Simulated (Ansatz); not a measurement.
System: PbTe (rock salt type), 2 atoms in the cell.

The calculation used Ansatz, PBE with spin–orbit coupling, all-electron LAPW, point nucleus.

k-mesh 6×6×6 Γ-centred; Fermi–Dirac smearing of 0.02 eV.

```
Pb Te
1.0
     0.00000    3.28500    3.28500
     3.28500    0.00000    3.28500
     3.28500    3.28500    0.00000
Pb Te
1 1
Direct
  0.00000 0.00000 0.00000
  0.50000 0.50000 0.50000
```

**Question.** What pressure does the calculation give?

**Answer.** The pressure is -0.12 GPa, so at these settings the cell is stretched and would shrink.

The k-mesh is modest, so these values aren't fully converged in k.
